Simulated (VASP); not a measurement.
**VASP 6.6.1 run: TePb**

INCAR

```
LWAVE = .FALSE.
NSW = 0
IBRION = -1
ENCUT = 520
LREAL = .FALSE.
GGA = PE
NELM = 120
NELECT = 20.02
LASPH = .TRUE.
SIGMA = 0.02
PREC = Accurate
ISIF = 2
LCHARG = .FALSE.
EDIFF = 1E-7
ISMEAR = -1
NBANDS = 17
```

KPOINTS

```
KPOINTS created by Atomic Simulation Environment
0
Gamma
8 8 8
0 0 0
```

POSCAR

```
Pb Te
 1.0000000000000000
     0.0000000000000000    3.3658719543000002    3.2554148252999999
     3.3658719543000002    0.0000000000000000    3.2554148252999999
     3.3658719543000002    3.3658719543000002    0.0000000000000000
 Pb  Te
   1   1
Cartesian
  0.0000000000000000  0.0000000000000000  0.0000000000000000
  3.3658719542999997  3.3658719542999997  3.2554148252999999
```

The recommended PBE PAW datasets give the neutral cell 20 valence electrons.

Command

```
mpirun -np 1 vasp_std
```

Task: Predict the outcome of this run.

Result: It converged. Results: pressure -0.9 GPa.

OSZICAR

```
N       E                     dE             d eps       ncg     rms          rms(c)
DAV:   1     0.150282361199E+03    0.15028E+03   -0.90547E+03  2006   0.111E+03
DAV:   2     0.303840993208E+01   -0.14724E+03   -0.14276E+03  2108   0.287E+02
DAV:   3    -0.726408512834E+01   -0.10302E+02   -0.10243E+02  2577   0.830E+01
DAV:   4    -0.754421900441E+01   -0.28013E+00   -0.28001E+00  2648   0.157E+01
DAV:   5    -0.755397051293E+01   -0.97515E-02   -0.97512E-02  2896   0.253E+00    0.293E+00
DAV:   6    -0.738772947240E+01    0.16624E+00   -0.38898E-01  2856   0.391E+00    0.176E+00
DAV:   7    -0.738369343956E+01    0.40360E-02   -0.96623E-02  2401   0.140E+00    0.895E-01
DAV:   8    -0.738622755372E+01   -0.25341E-02   -0.11482E-02  2297   0.105E+00    0.153E-01
DAV:   9    -0.738594102244E+01    0.28653E-03   -0.19762E-03  2950   0.415E-01    0.620E-02
DAV:  10    -0.738599242511E+01   -0.51403E-04   -0.18782E-04  2380   0.924E-02    0.244E-02
DAV:  11    -0.738599970489E+01   -0.72798E-05   -0.36170E-05  2745   0.431E-02    0.972E-03
DAV:  12    -0.738600014037E+01   -0.43548E-06   -0.25677E-06  2567   0.156E-02    0.961E-03
DAV:  13    -0.738599974093E+01    0.39944E-06   -0.50883E-07  2491   0.556E-03    0.375E-03
DAV:  14    -0.738599971882E+01    0.22111E-07   -0.34191E-07  2199   0.410E-03
   1 F= -.73859997E+01 E0= -.73858591E+01  d E =-.281238E-03
```

Standard output (part)

```
POSCAR found type information on POSCAR PbTe
 POSCAR found :  2 types and       2 ions
 LDA part: xc-table for (Slater+PW92), standard interpolation
 POSCAR, INCAR and KPOINTS ok, starting setup
 WAVECAR not read
 entering main loop
 the old and the new charge density differ
    0.293E+00
```

The cell is charged and sits in a uniform background.

For comparison, a separate PBE run of the intended cell, on usual settings and not on those above, gives a gap of 0.85 eV on its mesh and a pressure of -1.3 GPa.
